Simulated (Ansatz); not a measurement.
BN, DFT, LDA, all-electron PAW with datasets made for the crystal, scalar-relativistic (Ansatz 0.2.0), run on 1 thread of Intel(R) Xeon(R) Platinum 8488C (Sapphire Rapids) on a shared host.

The geometry is COD entry 9008834, unchecked; take it as a test cell. The listed cell was then made from it by scaling, straining or moving an atom.

Command: `ansatz run input.yaml --threads 1 --pin off --max-ram 3072MiB --backend cpu --events-out ev --progress --plain --runs-dir out`

```yaml
crystal:
  lattice:
    - [0.0, 1.77135, 1.8075]
    - [1.77135, 0.0, 1.8075]
    - [1.77135, 1.77135, 0.0]
  atoms:
    - { symbol: B, position: [0.0, 0.0, 0.0] }
    - { symbol: "N", position: [0.75, 0.75, 0.75] }
kpoints:
  mp_grid: { grid: [11, 11, 11] }
scf:
  occupations: { method: fermi_dirac, width: 0.02 }
hamiltonian:
  xc: lda
  pseudopotentials: { kind: all_electron, datasets: crystal }
output:
  forces: true
  stress: true
  eigenvalues: true
  efg: { contact_densities: true }
```

**Question.** How large is the problem that the program sets up?

**Answer.** 126 irreducible k-points, 331 plane waves at Γ, 8 bands.

**Question.** About how long does it take, and how much memory does it use?

**Answer.** 6.6 s of wall time for 7 SCF iterations, with a peak of 0.47 GiB. Times on shared machines scatter by tens of per cent.
